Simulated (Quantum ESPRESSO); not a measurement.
# Au (Fm-3m) in Quantum ESPRESSO: single point with PBE

Aim: the single point of Au with PBE.

Everything below comes from runs of Quantum ESPRESSO 7.5. Logs are shortened: lines on timing, memory, paths and dates and some standing lists are left out, and cuts for length are marked.

## Step 1: The structure

Symmetry: Fm-3m, No. 225, cubic system. The conventional cell has a = 4.070 Å, b = 4.070 Å, c = 4.070 Å, α = 90.00°, β = 90.00°, γ = 90.00°. Au (site symmetry m-3m) has 12 Au at 2.88 Å as nearest neighbours.

## Step 2: Single point, PBE

File pw.in:

```
&CONTROL
  calculation = 'scf'
  prefix = 'pwscf'
  outdir = './tmp'
  pseudo_dir = './pseudo'
  tprnfor = .true.
  tstress = .true.
  disk_io = 'nowf'
/
&SYSTEM
  ibrav = 0
  nat = 1
  ntyp = 1
  ecutwfc = 70
  nbnd = 16
  occupations = 'smearing'
  smearing = 'fd'
  degauss = 0.00367493
/
&ELECTRONS
  conv_thr = 2d-10
  electron_maxstep = 120
  mixing_beta = 0.5
/
ATOMIC_SPECIES
Au   196.9666 Au_ONCV_PBE-1.2.upf
CELL_PARAMETERS angstrom
   0.0000000000    2.0350000000    2.0350000000
   2.0350000000    0.0000000000    2.0350000000
   2.0350000000    2.0350000000    0.0000000000
ATOMIC_POSITIONS crystal
Au     0.0000000000    0.0000000000    0.0000000000
K_POINTS automatic
6 6 6 0 0 0
```

Potentials or basis: SG15 PBE 1.2.

On the command line:

```bash
$ OMP_NUM_THREADS=1 mpirun -n 2 pw.x -nk 2 -in pw.in > pw.out
```

pw.out:

```text
This program is part of the open-source Quantum ESPRESSO suite
     for quantum simulation of materials; please cite
         "P. Giannozzi et al., J. Phys.:Condens. Matter 21 395502 (2009);
         "P. Giannozzi et al., J. Phys.:Condens. Matter 29 465901 (2017);
         "P. Giannozzi et al., J. Chem. Phys. 152 154105 (2020);
     in publications or presentations arising from this work. More details at

     Message from routine setup:
     using ibrav=0 with symmetry is DISCOURAGED, use correct ibrav instead

     K-points division:     npool     =       2
     Subspace diagonalization in iterative solution of the eigenvalue problem:
     a serial algorithm will be used

     G-vector sticks info
     --------------------
     sticks:   dense  smooth     PW     G-vecs:    dense   smooth      PW
     Sum         583     583    187                 9089     9089    1591

     Using Slab Decomposition

     bravais-lattice index     =            0
     lattice parameter (alat)  =       5.4385  a.u.
     unit-cell volume          =     113.7417 (a.u.)^3
     number of atoms/cell      =            1
     number of atomic types    =            1
     number of electrons       =        19.00
     number of Kohn-Sham states=           16
     kinetic-energy cutoff     =      70.0000  Ry
     charge density cutoff     =     280.0000  Ry
     scf convergence threshold =      2.0E-10
     mixing beta               =       0.5000
     number of iterations used =            8  plain     mixing
     Exchange-correlation= PBE
                           (   1   4   3   4   0   0   0)

     celldm(1)=   5.438489  celldm(2)=   0.000000  celldm(3)=   0.000000
     celldm(4)=   0.000000  celldm(5)=   0.000000  celldm(6)=   0.000000

     crystal axes: (cart. coord. in units of alat)
               a(1) = (   0.000000   0.707107   0.707107 )
               a(2) = (   0.707107   0.000000   0.707107 )
               a(3) = (   0.707107   0.707107   0.000000 )

     reciprocal axes: (cart. coord. in units 2 pi/alat)
               b(1) = ( -0.707107  0.707107  0.707107 )
               b(2) = (  0.707107 -0.707107  0.707107 )
               b(3) = (  0.707107  0.707107 -0.707107 )

     PseudoPot. # 1 for Au read from file:
     Au_ONCV_PBE-1.2.upf
     Pseudo is Norm-conserving, Zval = 19.0
     Generated using ONCVPSP code by D. R. Hamann
     Using radial grid of  602 points,  8 beta functions with:
                l(1) =   0
                l(2) =   0
                l(3) =   1
                l(4) =   1
                l(5) =   2
                l(6) =   2
                l(7) =   3
                l(8) =   3

     atomic species   valence    mass     pseudopotential
     Au               19.00   196.96660     Au( 1.00)

     48 Sym. Ops., with inversion, found

   Cartesian axes

     site n.     atom                  positions (alat units)
         1        Au     tau(   1) = (   0.0000000   0.0000000   0.0000000  )

     number of k points=    16  Fermi-Dirac smearing, width (Ry)=  0.0037
                       cart. coord. in units 2pi/alat
        k(    1) = (   0.0000000   0.0000000   0.0000000), wk =   0.0092593
        k(    2) = (   0.1178511   0.1178511  -0.1178511), wk =   0.0740741
        k(    3) = (   0.2357023   0.2357023  -0.2357023), wk =   0.0740741
        k(    4) = (  -0.3535534  -0.3535534   0.3535534), wk =   0.0370370
        k(    5) = (   0.2357023   0.0000000  -0.0000000), wk =   0.0555556
        k(    6) = (   0.3535534   0.1178511  -0.1178511), wk =   0.2222222
        k(    7) = (  -0.2357023  -0.4714045   0.4714045), wk =   0.2222222
        k(    8) = (  -0.1178511  -0.3535534   0.3535534), wk =   0.2222222
        k(    9) = (   0.0000000  -0.2357023   0.2357023), wk =   0.1111111
        k(   10) = (   0.4714045   0.0000000  -0.0000000), wk =   0.0555556
        k(   11) = (  -0.1178511  -0.5892557   0.5892557), wk =   0.2222222
        k(   12) = (  -0.0000000  -0.4714045   0.4714045), wk =   0.1111111
        k(   13) = (  -0.7071068   0.0000000   0.0000000), wk =   0.0277778
        k(   14) = (  -0.2357023  -0.4714045   0.7071068), wk =   0.2222222
        k(   15) = (  -0.1178511  -0.3535534   0.5892557), wk =   0.2222222
        k(   16) = (  -0.7071068   0.2357023   0.0000000), wk =   0.1111111

     Dense  grid:     9089 G-vectors     FFT dimensions: (  30,  30,  30)

     Initial potential from superposition of free atoms

     starting charge      18.9775, renormalised to      19.0000
     Starting wfcs are random

     Self-consistent Calculation

     iteration #  1     ecut=    70.00 Ry     beta= 0.50
     Davidson diagonalization with overlap
     ethr =  1.00E-02,  avg # of iterations =  7.2

     Threshold (ethr) on eigenvalues was too large:
     Diagonalizing with lowered threshold

     Davidson diagonalization with overlap
     ethr =  8.98E-06,  avg # of iterations =  6.4

     total energy              =    -274.72415039 Ry
     estimated scf accuracy    <       0.00175259 Ry

     iteration #  2     ecut=    70.00 Ry     beta= 0.50
     Davidson diagonalization with overlap
     ethr =  9.22E-06,  avg # of iterations =  1.2

     total energy              =    -274.72437718 Ry
     estimated scf accuracy    <       0.00026752 Ry

     iteration #  3     ecut=    70.00 Ry     beta= 0.50
     Davidson diagonalization with overlap
     ethr =  1.41E-06,  avg # of iterations =  1.9

     total energy              =    -274.72440218 Ry
     estimated scf accuracy    <       0.00004518 Ry

     iteration #  4     ecut=    70.00 Ry     beta= 0.50
     Davidson diagonalization with overlap
     ethr =  2.38E-07,  avg # of iterations =  1.4

     total energy              =    -274.72440537 Ry
     estimated scf accuracy    <       0.00000093 Ry

     iteration #  5     ecut=    70.00 Ry     beta= 0.50
     Davidson diagonalization with overlap
     ethr =  4.87E-09,  avg # of iterations =  2.0

     total energy              =    -274.72440546 Ry
     estimated scf accuracy    <          4.6E-09 Ry

     iteration #  6     ecut=    70.00 Ry     beta= 0.50
     Davidson diagonalization with overlap
     ethr =  2.41E-11,  avg # of iterations =  2.7

     total energy              =    -274.72440546 Ry
     estimated scf accuracy    <          9.8E-10 Ry

     iteration #  7     ecut=    70.00 Ry     beta= 0.50
     Davidson diagonalization with overlap
     ethr =  5.18E-12,  avg # of iterations =  1.7

     End of self-consistent calculation

          k = 0.0000 0.0000 0.0000 (  1139 PWs)   bands (ev):

   -84.7684 -35.9807 -35.9807 -35.9807  10.9452  16.1978  16.1978  16.1978
    17.7484  17.7484  35.4026  39.4623  39.4623  39.4623  44.4302  48.9705

          k = 0.1179 0.1179-0.1179 (  1137 PWs)   bands (ev):

   -84.7653 -36.0381 -35.9894 -35.9894  11.8706  15.9713  16.4474  16.4474
    17.6939  17.6939  35.1965  36.5227  40.5099  40.5099  43.3863  45.5559

          k = 0.2357 0.2357-0.2357 (  1131 PWs)   bands (ev):

   -84.7591 -36.1517 -36.0067 -36.0067  13.3668  16.3519  16.3519  16.9215
    18.3721  18.3721  28.8803  35.7644  39.8774  39.8774  44.1237  44.4081

          k =-0.3536-0.3536 0.3536 (  1158 PWs)   bands (ev):

   -84.7560 -36.2079 -36.0154 -36.0154  13.5201  16.1585  16.1585  18.9768
    18.9768  19.9109  24.0708  34.8643  38.1360  38.1360  45.8816  45.8816

          k = 0.2357 0.0000-0.0000 (  1130 PWs)   bands (ev):

   -84.7643 -36.0361 -36.0028 -36.0028  12.1912  15.5930  16.7786  16.7786
    17.1367  18.0245  36.8697  37.4723  38.0921  38.0921  43.0064  45.6667

          k = 0.3536 0.1179-0.1179 (  1115 PWs)   bands (ev):

   -84.7591 -36.1198 -36.0228 -36.0224  13.7164  15.3858  16.3243  17.0193
    18.3457  18.5737  31.4998  36.5123  36.6785  38.4999  42.5159  45.6534

          k =-0.2357-0.4714 0.4714 (  1121 PWs)   bands (ev):

   -84.7549 -36.1856 -36.0487 -36.0287  14.1382  15.7820  16.7448  16.8561
    19.0205  21.6079  25.1125  34.5608  36.2770  36.8841  46.0156  46.7050

          k =-0.1179-0.3536 0.3536 (  1126 PWs)   bands (ev):

   -84.7560 -36.1674 -36.0558 -36.0154  14.2277  15.9138  16.6205  16.7219
    18.2090  20.6333  27.2879  33.6283  36.8011  39.0471  43.5870  46.2255

          k = 0.0000-0.2357 0.2357 (  1127 PWs)   bands (ev):

   -84.7611 -36.0928 -36.0274 -35.9958  13.2079  15.6115  16.4688  16.9574
    17.1705  18.6807  33.0896  34.9610  39.1618  39.6792  43.3545  45.0293

          k = 0.4714 0.0000-0.0000 (  1118 PWs)   bands (ev):

   -84.7560 -36.1443 -36.0466 -36.0466  13.9891  14.5527  17.8822  18.2649
    18.2649  18.6146  33.2024  33.4331  33.4331  37.5265  39.5910  48.9551

          k =-0.1179-0.5893 0.5893 (  1127 PWs)   bands (ev):

   -84.7529 -36.1739 -36.0816 -36.0553  14.1984  14.6396  17.4642  18.1484
    19.1269  22.0926  27.5192  30.7466  32.7608  38.7199  42.3512  47.4743

          k =-0.0000-0.4714 0.4714 (  1125 PWs)   bands (ev):

   -84.7529 -36.1363 -36.1357 -36.0397  14.6929  15.5173  16.3946  17.6295
    18.5206  23.3892  27.4382  28.1582  35.3300  37.9559  46.1247  46.5367

          k =-0.7071 0.0000 0.0000 (  1106 PWs)   bands (ev):

   -84.7518 -36.1971 -36.0685 -36.0685  13.7708  14.0951  18.9319  19.3071
    19.3071  21.9110  26.7948  30.9747  30.9747  38.2292  40.8107  48.2024

          k =-0.2357-0.4714 0.7071 (  1124 PWs)   bands (ev):

   -84.7549 -36.1512 -36.0764 -36.0352  14.8708  15.1175  15.8759  17.9028
    18.2535  20.8601  29.5354  31.3003  34.4635  41.1985  41.4759  46.4769

          k =-0.1179-0.3536 0.5893 (  1120 PWs)   bands (ev):

   -84.7529 -36.1594 -36.1038 -36.0485  15.0993  15.1963  16.1208  17.4840
    18.8827  24.3021  25.0955  30.8148  32.6840  40.2444  44.1488  48.7791

          k =-0.7071 0.2357 0.0000 (  1126 PWs)   bands (ev):

   -84.7518 -36.1651 -36.1008 -36.0694  14.5235  14.8226  16.9238  18.0210
    19.3086  25.1470  25.9351  29.1758  30.5342  41.9545  42.6076  45.7094

     the Fermi energy is    20.8870 ev

!    total energy              =    -274.72440546 Ry
     estimated scf accuracy    <          4.7E-12 Ry
     smearing contrib. (-TS)   =      -0.00056846 Ry
     internal energy E=F+TS    =    -274.72383700 Ry

     The total energy is F=E-TS. E is the sum of the following terms:
     one-electron contribution =     -86.50901084 Ry
     hartree contribution      =      52.39975568 Ry
     xc contribution           =     -25.41560557 Ry
     ewald contribution        =    -215.19897628 Ry

     convergence has been achieved in   7 iterations

     Forces acting on atoms (cartesian axes, Ry/au):

     atom    1 type  1   force =     0.00000000    0.00000000    0.00000000

     Total force =     0.000000     Total SCF correction =     0.000000

     Computing stress (Cartesian axis) and pressure

          total   stress  (Ry/bohr**3)                   (kbar)     P=      122.71
   0.00083419   0.00000000   0.00000000          122.71        0.00        0.00
   0.00000000   0.00083419   0.00000000            0.00      122.71        0.00
   0.00000000   0.00000000   0.00083419            0.00        0.00      122.71

=------------------------------------------------------------------------------=
   JOB DONE.
=------------------------------------------------------------------------------=
```

Wall time 2.6 s (2 MPI ranks of Intel Xeon at 2.80GHz (Skylake/Cascade Lake), shared host); peak memory 0.1 GiB.

What came out:

```yaml
Free_energy: -3737.8160 eV
Pressure: 12.3 GPa
Band_gap_on_the_k_mesh: none (metal or under the smearing width)
```

Caveat: the k mesh is coarse (spacing up to 0.45 Å⁻¹), so the values aren't converged. The run has no spin-orbit coupling, so splittings on Au are missing.
